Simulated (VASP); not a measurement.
Runs of VASP 6.6.1 on Si. The structure is cubic, space group Fd-3m (No. 227). The conventional cell has a = 5.403 Å, b = 5.403 Å, c = 5.403 Å, α = 90.00°, β = 90.00°, γ = 90.00°. Around Si (site symmetry -43m) lie 4 Si at 2.34 Å. 

| task | cell | gap on the mesh (eV) | pressure (GPa) |
| --- | --- | --- | --- |
| relaxation of the atoms | atoms relaxed from: a relaxed cell with its volume scaled by 1.02 | 0.49 | -1.8 |
| relaxation of the atoms | atoms relaxed from: a relaxed cell with its volume scaled by 0.98 | 0.42 | 2.0 |
| relaxation of the atoms | atoms relaxed from: a relaxed cell with its volume scaled by 0.96 | 0.38 | 4.3 |
| relaxation of the atoms | atoms relaxed from: a relaxed cell with its volume scaled by 1.06 | (a) | -5.0 |
| relaxation of the atoms | atoms relaxed | 0.45 | 0.0 |
| relaxation of cell and atoms | relaxed | 0.45 | 0.0 |
| relaxation of the atoms | atoms relaxed from: a relaxed cell with its volume scaled by 0.94 | (b) | 6.8 |
| relaxation of the atoms | atoms relaxed from: a relaxed cell with its volume scaled by 1.04 | 0.52 | -3.5 |

Alike in all rows: level LDA; potentials or basis VASP PAW LDA potentials, release 64 (Si); no spin polarisation; k mesh 10 × 10 × 10; cutoff (eV) 600; smearing gaussian 0.03 eV.

Fill in the values left out.

(a) 0.55; (b) 0.34.

Caveats: the relaxation stopped at its first step, so nothing moved.

A k mesh can miss the band edges.

Runs at the PBE level aren't shown here.
